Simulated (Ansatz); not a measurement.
Runs of Ansatz 0.2.0 on Sb. It takes space group Fm-3m (No. 225, cubic). The conventional cell has a = 4.742 Å, b = 4.742 Å, c = 4.742 Å, α = 90.00°, β = 90.00°, γ = 90.00°. Sb (site symmetry m-3m) has 12 Sb at 3.35 Å as nearest neighbours. This isn't the form of Sb at room conditions, which is rhombohedral.

| task | level | cell | k mesh | cutoff (eV) | target pressure (GPa) | mesh quality | gap on the mesh (eV) | pressure (GPa) |
| --- | --- | --- | --- | --- | --- | --- | --- | --- |
| relaxation of cell and atoms | PBEsol | relaxed to 30 GPa | 10 × 10 × 10 | 420 | 30 | not flagged | none | 30.0 |
| projected density of states | r2SCAN | as given | 6 × 6 × 6 | 500 | - | coarse | none | 1.3 |
| relaxation of cell and atoms | PBEsol | relaxed to 2 GPa | 10 × 10 × 10 | 420 | 2 | not flagged | none | 2.0 |
| relaxation of cell and atoms | PBEsol | relaxed to 20 GPa | 10 × 10 × 10 | 420 | 20 | not flagged | none | 20.0 |
| projected density of states | r2SCAN0 | as given | 6 × 6 × 6 | 500 | - | coarse | none | (a) |
| relaxation of cell and atoms | PBEsol | relaxed to 5 GPa | 10 × 10 × 10 | 420 | 5 | not flagged | none | 5.0 |
| relaxation of cell and atoms | PBEsol | relaxed to 10 GPa | 10 × 10 × 10 | 420 | 10 | not flagged | none | 10.0 |
| projected density of states | PBE0 | as given | 6 × 6 × 6 | 420 | - | coarse | none | -0.6 |

Alike in all rows: potentials or basis Ansatz PAW; no spin polarisation; smearing fermi-dirac 0.05 eV.

Problem. Estimate the missing entries.

Solution. (a) -0.8.

Caveats: some runs use coarse meshes; the PAW data sets come from PBE, with cores solved anew for the run's functional, which leaves a small shift of forces and pressure; the plane-wave basis is chosen anew once the cell has moved, so the energies of steps on either side of that aren't comparable (some runs); the thresholds are loose for stress (some runs).

A k mesh can miss the band edges, and the runs leave out spin-orbit coupling on Sb.

A gap of «none» marks a metal or a gap under the smearing width.
